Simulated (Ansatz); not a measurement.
# LiBi3: the cost of one run

Program: Ansatz 0.2.0. Level of theory: DFT PBE, scalar-relativistic, plane waves, PAW. These are calculated values, not measurements.

1 further run of the same task is left out (it didn't finish).

## Step 1: The starting structure

Symmetry: Pm-3m, No. 221, cubic system. Conventional cell: a = 5.090 Å, b = 5.090 Å, c = 5.090 Å, α = 90.00°, β = 90.00°, γ = 90.00°. Li (site symmetry m-3m) has 6 Bi at 2.55 Å as nearest neighbours. Bi (site symmetry 4/mmm) is surrounded by 2 Li at 2.55 Å.

Coordinates:

```xyz
4
Lattice="5.0902 0.0000 0.0000 0.0000 5.0902 0.0000 0.0000 0.0000 5.0902" Properties=species:S:1:pos:R:3 pbc="T T T"
Li    0.0000    0.0000    0.0000
Bi    2.5451    0.0000    0.0000
Bi    0.0000    2.5451    0.0000
Bi    0.0000    0.0000    2.5451
```

This is candidate A: ReO3 type (Pm-3m, No. 221).

(A quick probe on a coarse mesh, which set the mesh and smearing, is not shown.)

## Step 3: Full relaxation (candidate A)

input.yaml

```yaml
crystal:
  lattice:
    - [5.0901727091, 0.0, 0.0]
    - [0.0, 5.0901727091, 0.0]
    - [0.0, 0.0, 5.0901727091]
  atoms:
    - { symbol: Li, position: [0.0, 0.0, 0.0] }
    - { symbol: Bi, position: [0.5, 0.0, 0.0] }
    - { symbol: Bi, position: [0.0, 0.5, 0.0] }
    - { symbol: Bi, position: [0.0, 0.0, 0.5] }
basis:
  ecutwfc: 420
kpoints:
  mp_grid: { grid: [10, 10, 10] }
hamiltonian:
  xc: pbe
scf:
  occupations: { method: gaussian, width: 0.1 }
output:
  forces: true
  stress: true
  eigenvalues: true
relax:
  adjacent_minimum: "off"
  f_tol: 0.01
  max_steps: 80
  cell: { stress_tol: 0.05 }
```

Run with:

```bash
$ ansatz run input.yaml --threads 1 --pin off --max-ram 2560MiB --backend cpu --events-out ev --progress --plain --runs-dir out
```

**Question.** How long does this run take on 1 thread of Arm Neoverse V2, shared host, and how much memory does it need?

About 49 s, with a peak of 0.47 GiB.
